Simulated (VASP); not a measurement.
# Si3N4 (I-43d) in VASP: single point with PBE

Aim: the single point of Si3N4 with PBE.

Everything below comes from runs of VASP 6.6.1. Logs are shortened: lines on timing, memory, paths and dates and some standing lists are left out, and cuts for length are marked.

### 1 Starting point

Symmetry: I-43d, No. 220, cubic system. The conventional cell has a = 6.475 Å, b = 6.475 Å, c = 6.475 Å, α = 90.00°, β = 90.00°, γ = 90.00°. Si (site symmetry -4) has 4 N at 1.75 Å as nearest neighbours. Around N (site symmetry 3) lie 3 Si at 1.75 Å.

Measurements of this composition are mostly on another form, of space group No. 176.

### 2 Single point, PBE

Input file INCAR:

```
  PREC = Accurate
  ENCUT = 520
  EDIFF = 1E-6
  ISMEAR = 0
  SIGMA = 0.1
  LREAL = False
  LASPH = True
  NELM = 100
  ALGO = Fast
  ISIF = 2
  LWAVE = False
  LCHARG = False
  GGA = PE
  NBANDS = 45
```

Input file KPOINTS:

```
Automatic mesh
0
Gamma
  4 4 4
```

Input file POSCAR:

```
Si3N4
1.0
   -3.2373500000      3.2373500000      3.2373500000
    3.2373500000     -3.2373500000      3.2373500000
    3.2373500000      3.2373500000     -3.2373500000
Si N
6 8
Direct
    0.2500000000      0.1250000000      0.8750000000
    0.8750000000      0.2500000000      0.1250000000
    0.7500000000      0.3750000000      0.6250000000
    0.6250000000      0.7500000000      0.3750000000
    0.1250000000      0.8750000000      0.2500000000
    0.3750000000      0.6250000000      0.7500000000
    0.5628000000      0.5628000000      0.5628000000
    0.4372000000      0.5000000000      0.0000000000
    0.5000000000      0.0000000000      0.9372000000
    0.0000000000      0.4372000000      0.5000000000
    0.9372000000      0.5000000000      0.0000000000
    0.0628000000      0.0628000000      0.0628000000
    0.0000000000      0.9372000000      0.5000000000
    0.5000000000      0.0000000000      0.4372000000
```

Potentials or basis: VASP PAW PBE potentials, release 64 (Si, N).

The run is started by

```
$ cat potpaw_PBE.64/Si/POTCAR potpaw_PBE.64/N/POTCAR > POTCAR
$ mpirun -np 1 vasp_std > vasp.out
```

OUTCAR:

```text
PREC = Accurate
   ENCUT = 520
   EDIFF = 1E-6
   ISMEAR = 0
   LREAL = False
   LASPH = True
   NELM = 100
   ISIF = 2
   GGA = PE

 ion  position               nearest neighbor table
   1  0.250  0.125  0.875-  12 1.75   9 1.75   8 1.75  13 1.75   4 3.03   6 3.03   2 3.03   5 3.03
                             6 3.03   4 3.03   2 3.03   5 3.03
   2  0.875  0.250  0.125-  10 1.75  11 1.75  12 1.75   9 1.75   5 3.03   6 3.03   1 3.03   6 3.03
                             3 3.03   1 3.03   3 3.03   5 3.03
   3  0.750  0.375  0.625-   7 1.75  10 1.75  11 1.75  14 1.75   6 3.03   5 3.03   4 3.03   5 3.03
                             2 3.03   2 3.03   4 3.03   6 3.03
   4  0.625  0.750  0.375-   7 1.75   8 1.75  13 1.75  14 1.75   3 3.03   5 3.03   1 3.03   6 3.03
                             1 3.03   5 3.03   6 3.03   3 3.03
   5  0.125  0.875  0.250-  11 1.75  12 1.75  13 1.75  14 1.75   1 3.03   4 3.03   3 3.03   2 3.03
                             3 3.03   4 3.03   1 3.03   2 3.03
   6  0.375  0.625  0.750-  10 1.75   8 1.75   9 1.75   7 1.75   4 3.03   1 3.03   2 3.03   1 3.03
                             3 3.03   2 3.03   4 3.03   3 3.03
   7  0.563  0.563  0.563-   4 1.75   3 1.75   6 1.75
   8  0.437  0.500  0.000-   1 1.75   4 1.75   6 1.75
   9  0.500  0.000  0.937-   1 1.75   6 1.75   2 1.75
  10  0.000  0.437  0.500-   6 1.75   3 1.75   2 1.75
  11  0.937  0.500  0.000-   5 1.75   3 1.75   2 1.75
  12  0.063  0.063  0.063-   1 1.75   2 1.75   5 1.75
  13  0.000  0.937  0.500-   1 1.75   4 1.75   5 1.75
  14  0.500  0.000  0.437-   4 1.75   5 1.75   3 1.75

  LATTYP: Found a body centered cubic cell.
 ALAT       =     6.4747000000

  Lattice vectors:

 A1 = (  -3.2373500000,   3.2373500000,   3.2373500000)
 A2 = (   3.2373500000,  -3.2373500000,   3.2373500000)
 A3 = (   3.2373500000,   3.2373500000,  -3.2373500000)

Analysis of symmetry for initial positions (statically):
=====================================================================
 Subroutine PRICEL returns:
 Original cell was already a primitive cell.

 Routine SETGRP: Setting up the symmetry group for a
 body centered cubic supercell.

 Subroutine GETGRP returns: Found 24 space group operations
 (whereof  3 operations were pure point group operations)
 out of a pool of 48 trial point group operations.

The static configuration has the point symmetry C_3 .
 The point group associated with its full space group is T_d .

Analysis of symmetry for dynamics (positions and initial velocities):
=====================================================================
 Subroutine PRICEL returns:
 Original cell was already a primitive cell.

 Routine SETGRP: Setting up the symmetry group for a
 body centered cubic supercell.

 Subroutine GETGRP returns: Found 24 space group operations
 (whereof  3 operations were pure point group operations)
 out of a pool of 48 trial point group operations.

The dynamic configuration has the point symmetry C_3 .
 The point group associated with its full space group is T_d .

 Subroutine INISYM returns: Found 24 space group operations
 (whereof  3 operations are pure point group operations),
 and found     1 'primitive' translations

----------------------------------------------------------------------------------------

                                     Primitive cell

  volume of cell :     135.7153

  direct lattice vectors                    reciprocal lattice vectors
    -3.237350000  3.237350000  3.237350000     0.000000000  0.154447310  0.154447310
     3.237350000 -3.237350000  3.237350000     0.154447310  0.000000000  0.154447310
     3.237350000  3.237350000 -3.237350000     0.154447310  0.154447310  0.000000000

  length of vectors
     5.607254682  5.607254682  5.607254682     0.218421481  0.218421481  0.218421481

  position of ions in fractional coordinates (direct lattice)
     0.250000000  0.125000000  0.875000000
     0.875000000  0.250000000  0.125000000
     0.750000000  0.375000000  0.625000000
     0.625000000  0.750000000  0.375000000
     0.125000000  0.875000000  0.250000000
     0.375000000  0.625000000  0.750000000
     0.562800000  0.562800000  0.562800000
     0.437200000  0.500000000  0.000000000
     0.500000000  0.000000000  0.937200000
     0.000000000  0.437200000  0.500000000
     0.937200000  0.500000000  0.000000000
     0.062800000  0.062800000  0.062800000
     0.000000000  0.937200000  0.500000000
     0.500000000  0.000000000  0.437200000

  ion indices of the primitive-cell ions
   primitive index   ion index
                 1           1
                 2           2
                 3           3
                 4           4
                 5           5
                 6           6
                 7           7
                 8           8
                 9           9
                10          10
                11          11
                12          12
                13          13
                14          14

----------------------------------------------------------------------------------------

 KPOINTS: Automatic mesh

Automatic generation of k-mesh.
 Grid dimensions read from file:
 generate k-points for:    4    4    4

 Generating k-lattice:

  Cartesian coordinates                     Fractional coordinates (reciprocal lattice)
     0.000000000  0.038611828  0.038611828     0.250000000  0.000000000  0.000000000
     0.038611828  0.000000000  0.038611828     0.000000000  0.250000000  0.000000000
     0.038611828  0.038611828  0.000000000     0.000000000  0.000000000  0.250000000

  Length of vectors
     0.054605370  0.054605370  0.054605370

  Shift w.r.t. Gamma in fractional coordinates (k-lattice)
     0.000000000  0.000000000  0.000000000

 Subroutine IBZKPT returns following result:
 ===========================================

 Found      8 irreducible k-points:

 Following reciprocal coordinates:
            Coordinates               Weight
  0.000000  0.000000  0.000000      1.000000
  0.250000  0.000000  0.000000     12.000000
  0.500000  0.000000  0.000000      6.000000
  0.250000  0.250000  0.000000     24.000000
  0.250000  0.250000  0.250000      2.000000
 -0.250000  0.250000  0.250000      6.000000
  0.500000  0.500000  0.250000     12.000000
  0.500000  0.500000  0.500000      1.000000
   k-points           NKPTS =      8   k-points in BZ     NKDIM =      8   number of bands    NBANDS=     45
   number of dos      NEDOS =    301   number of ions     NIONS =     14
   total plane-waves  NPLWV =  74088
   dimension x,y,z NGX =    42 NGY =   42 NGZ =   42
   dimension x,y,z NGXF=    84 NGYF=   84 NGZF=   84
   ions per type =               6   8
   NGX,Y,Z   is equivalent  to a cutoff of  12.45, 12.45, 12.45 a.u.
   NGXF,Y,Z  is equivalent  to a cutoff of  24.90, 24.90, 24.90 a.u.
 SYSTEM =  unknown system
   PREC   = accura    normal or accurate (medium, high low for compatibility)
   ISTART =      0    job   : 0-new  1-cont  2-samecut
   ICHARG =      2    charge: 1-file 2-atom 10-const
   ISPIN  =      1    spin polarized calculation?
   LNONCOLLINEAR =      F non collinear calculations
   LSORBIT =      F    spin-orbit coupling
   LASPH  =      T    aspherical Exc in radial PAW
   ENCUT  =  520.0 eV  38.22 Ry    6.18 a.u.  10.43 10.43 10.43*2*pi/ulx,y,z
   NELM   =    100;   NELMIN=  2; NELMDL= -5     # of ELM steps
   EDIFF  = 0.1E-05   stopping-criterion for ELM
   LREAL  =      F    real-space projection
   EDIFFG = 0.1E-04   stopping-criterion for IOM
   NSW    =      0    number of steps for IOM
   IBRION =     -1    ionic relax: 0-MD 1-quasi-New 2-CG
   NFREE  =      0    steps in history (QN), initial steepest desc. (CG)
   ISIF   =      2    stress and relaxation
   ISYM   =      2    0-nonsym 1-usesym 2-fastsym
   POTIM  = 0.5000    time-step for ionic-motion
   TEBEG  =    0.0;   TEEND  =   0.0 temperature during run
   PSTRESS=    0.0 pullay stress
   NELECT =      64.0000    total number of electrons
   NUPDOWN=      -1.0000    fix difference up-down
   EMIN   =  10.00;   EMAX   =-10.00  energy-range for DOS
   EFERMI =   0.00;   METHOD = LEGACY
   ISMEAR =     0;   SIGMA  =   0.10  broadening in eV -4-tet -1-fermi 0-gaus
   EFERMI_NEDOS =   21; number of points for ismear=-14 and -15
   IALGO  =     68    algorithm
   IMIX   =      4    mixing-type and parameters
     AMIX     =   0.40;   BMIX     =  1.00
     AMIX_MAG =   1.60;   BMIX_MAG =  1.00
  volume/ion in A,a.u.               =       9.69        65.42
  Fermi-wavevector in a.u.,A,eV,Ry     =   1.274261  2.408005 22.092350  1.623742
  Thomas-Fermi vector in A             =   2.407039
   LORBIT       =      0    0 simple, 1 ext, 2 COOP (PROOUT), +10 PAW based schemes
   GGA     = PE    functional components
   LHFCALC =     F    Hartree Fock is set to
   AEXX    =    0.0000 exact exchange contribution
   IVDW    =     0    specifies the selected vdW correction
   LEPSILON=     F    determine dielectric tensor
   LRPA    =     F    only Hartree local field effects (RPA)
 non-spin polarized calculation
 RMM-DIIS sequential band-by-band and
 Gauss-broadening in eV      SIGMA  =   0.10
  energy-cutoff  :      520.00
  volume of cell :      135.72
 maximum number of plane-waves:      3700
 NGX is ok and might be reduce to    42
   NGX = 21   NGY = 21   NGZ = 21

 number of electron      64.0000001 magnetization

 Free energy of the ion-electron system (eV)
  ---------------------------------------------------
  ext. energy  EPLUGINS =         0.00000000
  ---------------------------------------------------
  free energy    TOTEN  =      -113.14658033 eV

  energy without entropy =     -113.14658033  energy(sigma->0) =     -113.14658033

 E-fermi :   8.2066     XC(G=0): -11.3777

 val. band max:        7.6878536819   @ k =   0.5000   0.0000   0.0000
 cond. band min:      11.8045112326   @ k =  -0.2500   0.2500   0.2500
 fundamental gap:      4.1166575507
 Fermi energy:         8.2065547759

 k-point     1 :       0.0000    0.0000    0.0000
  band No.  band energies     occupation
      1     -10.4785      2.00000
      2      -7.6050      2.00000
      3      -7.6050      2.00000
      4      -7.6050      2.00000
      5      -7.0912      2.00000
      6      -7.0912      2.00000
[... 36 lines left out ...]
     43      15.4497      0.00000
     44      15.4497      0.00000

 k-point     2 :       0.2500    0.0000    0.0000
  band No.  band energies     occupation
      1     -10.1749      2.00000
      2      -8.1745      2.00000
      3      -7.7519      2.00000
      4      -7.7319      2.00000
      5      -7.1815      2.00000
      6      -7.1128      2.00000
[... 36 lines left out ...]
     43      15.7252      0.00000
     44      15.9917      0.00000

 k-point     3 :       0.5000    0.0000    0.0000
  band No.  band energies     occupation
      1      -9.3203      2.00000
      2      -9.3203      2.00000
      3      -7.8488      2.00000
      4      -7.8488      2.00000
      5      -7.1721      2.00000
      6      -7.1721      2.00000
[... 224 lines left out ...]
     43      16.3999      0.00000
     44      16.4363      0.00000

 k-point     8 :       0.5000    0.5000    0.5000
  band No.  band energies     occupation
      1      -8.2905      2.00000
      2      -8.2905      2.00000
      3      -8.2905      2.00000
      4      -8.2905      2.00000
      5      -8.2905      2.00000
      6      -8.2905      2.00000
[... 36 lines left out ...]
     43      16.2491      0.00000
     44      16.2492      0.00000
 [bands above 44 left out]

------------------------ aborting loop because EDIFF is reached ----------------------------------------

  FORCE on cell =-STRESS in cart. coord.  units (eV):
  Direction    XX          YY          ZZ          XY          YZ          ZX
  --------------------------------------------------------------------------------------
  -------------------------------------------------------------------------------------
  Total        1.3842648      1.3842648      1.3842648      0.0000000     -0.0000000      0.0000000
  in kB       16.3418348     16.3418348     16.3418348      0.0000000     -0.0000000      0.0000000
  external PRESSURE =      16.3418348 kB  Pullay stress =       0.0000000 kB

 VOLUME and BASIS-vectors are now :
 -----------------------------------------------------------------------------
  energy-cutoff  :      520.00
  volume of cell :      135.72
      direct lattice vectors                 reciprocal lattice vectors
    -3.237350000  3.237350000  3.237350000     0.000000000  0.154447310  0.154447310
     3.237350000 -3.237350000  3.237350000     0.154447310  0.000000000  0.154447310
     3.237350000  3.237350000 -3.237350000     0.154447310  0.154447310  0.000000000

 POSITION                                       TOTAL-FORCE (eV/Angst)
 -----------------------------------------------------------------------------------
      2.42801      3.23735     -1.61868        -0.000000     -0.000000     -0.000000
     -1.61868      2.42801      3.23735        -0.000000     -0.000000     -0.000000
      0.80934      3.23735      1.61868        -0.000000     -0.000000      0.000000
      1.61868      0.80934      3.23735        -0.000000     -0.000000     -0.000000
      3.23735     -1.61868      2.42801        -0.000000     -0.000000      0.000000
      3.23735      1.61868      0.80934        -0.000000     -0.000000      0.000000
      1.82198      1.82198      1.82198        -0.009076     -0.009076     -0.009076
      0.20331     -0.20331      3.03404        -0.009076      0.009076      0.009076
      1.41537      4.65272     -1.41537         0.009076      0.009076     -0.009076
      3.03404      0.20331     -0.20331         0.009076     -0.009076      0.009076
     -1.41537      1.41537      4.65272        -0.009076      0.009076      0.009076
      0.20331      0.20331      0.20331        -0.009076     -0.009076     -0.009076
      4.65272     -1.41537      1.41537         0.009076     -0.009076      0.009076
     -0.20331      3.03404      0.20331         0.009076      0.009076     -0.009076
 -----------------------------------------------------------------------------------
    total drift:                                0.000001      0.000001      0.000001

  FREE ENERGIE OF THE ION-ELECTRON SYSTEM (eV)
  ---------------------------------------------------
  free  energy   TOTEN  =      -113.1465803298 eV

  energy  without entropy=     -113.1465803298  energy(sigma->0) =     -113.14658033
```

Wall time 2.3 min (1 thread of Intel Xeon Platinum 8375C at 2.90GHz (Ice Lake), shared host); peak memory 0.25 GiB.

Results:

```yaml
Free_energy: -113.1466 eV
Pressure: 1.6 GPa
Largest_force: 0.016 eV/Å
Band_gap_on_the_k_mesh: 4.12 eV, indirect (least direct gap 4.28 eV)
```

Forces in eV/Å, atoms in the order of the input:
```
Si   0.000  0.000  0.000
Si   0.000  0.000  0.000
Si   0.000  0.000  0.000
Si   0.000  0.000  0.000
Si   0.000  0.000  0.000
Si   0.000  0.000  0.000
N   -0.009 -0.009 -0.009
N   -0.009  0.009  0.009
N    0.009  0.009 -0.009
N    0.009 -0.009  0.009
N   -0.009  0.009  0.009
N   -0.009 -0.009 -0.009
N    0.009 -0.009  0.009
N    0.009  0.009 -0.009
```

Levels at points of the mesh, in eV from the valence-band top:
```
           k point  band 29  band 30  band 31  band 32  band 33  band 34  band 35  band 36
(0.00, 0.00, 0.00)    -0.15    -0.15    -0.15    -0.05     4.65     4.65     4.68     4.68
(0.50, 0.00, 0.00)    -1.26    -1.26     0.00     0.00     4.98     4.98     5.95     5.95
(0.50, 0.50, 0.50)    -1.89    -1.89    -1.18    -1.18     5.42     5.42     5.42     5.42
```

A k mesh can miss the band edges. PBE gaps usually lie below the measured ones, often by a third to a half.
